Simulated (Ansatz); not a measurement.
## MoTe2: changing the functional

The cell as given:

```cif
data_structure
_symmetry_space_group_name_H-M 'P6_3/mmc'
_symmetry_Int_Tables_number 194
_cell_length_a 3.5182
_cell_length_b 3.5182
_cell_length_c 13.9736
_cell_angle_alpha 90.000
_cell_angle_beta 90.000
_cell_angle_gamma 120.000
_cell_volume 149.79
loop_
_atom_site_label
_atom_site_type_symbol
_atom_site_symmetry_multiplicity
_atom_site_Wyckoff_symbol
_atom_site_fract_x
_atom_site_fract_y
_atom_site_fract_z
_atom_site_occupancy
Te1 Te 4 f 0.66667 0.33333 0.37900 1
Mo1 Mo 2 c 0.66667 0.33333 0.75000 1
```

Kept alike: task relaxation of cell and atoms; k mesh 9 × 9 × 2; occupations fermi-dirac, width 0.05 eV; no spin polarisation. Program: Ansatz, Ansatz PAW. Cutoffs run from 420 to 500 eV. The mesh is that of the run's cell of 6 atoms. No spin-orbit coupling.

| run | volume (Å³/atom) | first edge of the run's cell (Å) | third edge of the run's cell (Å) |
| --- | --- | --- | --- |
| A | 26.991 | 3.564 | 14.726 |
| B | 27.782 | 3.557 | 15.214 |
| C | 23.957 | 3.472 | 13.770 |

The relaxations keep at least the cell's symmetry (P6_3/mmc). Relaxations stop with a little pressure left, so the last digits of a volume or edge aren't settled. All rows use potentials made for PBE.

**Question.** The runs differ in the functional (and the cutoff that goes with it) alone: LDA; PBE; r2SCAN. Which run is which?

**Answer.** Run A is r2SCAN; run B is PBE; run C is LDA. The volume runs from 23.957 (LDA) to 27.782 Å³/atom (PBE). From PBE: LDA -3.825; r2SCAN -0.791. The first edge of the run's cell runs from 3.472 (LDA) to 3.564 Å (r2SCAN). From PBE: LDA -0.085; r2SCAN +0.007. The third edge of the run's cell runs from 13.770 (LDA) to 15.214 Å (PBE). From PBE: LDA -1.444; r2SCAN -0.488.
